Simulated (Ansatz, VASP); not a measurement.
## Ti in VASP and in Ansatz

```
Ti
1.0
     2.90044    0.00000    0.00000
    -1.45022    2.51185    0.00000
     0.00000    0.00000    4.59099
Ti
2
Direct
  0.33333 0.66667 0.25000
  0.66667 0.33333 0.75000
```

Alike in both runs: functional PBEsol; k mesh 18 × 18 × 10; occupations gaussian, width 0.1 eV; no spin polarisation.

Ansatz relaxed the structure, and its values are those at the end. VASP's run is a single point on that final structure, the one shown.

|  | VASP | Ansatz |
| --- | --- | --- |
| version | VASP 6.6.1 | Ansatz 0.2.0 |
| potentials or method | VASP PAW PBE potentials, release 64 (Ti_sv) | scalar-relativistic, plane waves, PAW |
| plane-wave cutoff (eV) | 520 | 420 |
| valence electrons in the cell | 24 | 24 |

VASP gave:

```
gap on the k mesh at the Fermi level (eV) : none
pressure (GPa)                            : -0.4
```

Problem. What did Ansatz give for the same quantities?

Solution. gap on the k mesh at the Fermi level (eV): none; pressure (GPa): 0.0.

A gap of «none» marks a metal or a gap that the smearing closes. With one functional, cell and mesh, what is left measures potentials, basis and numerics.

Caveats: the PAW data sets were made with another functional, which shifts forces and pressure a little (VASP).
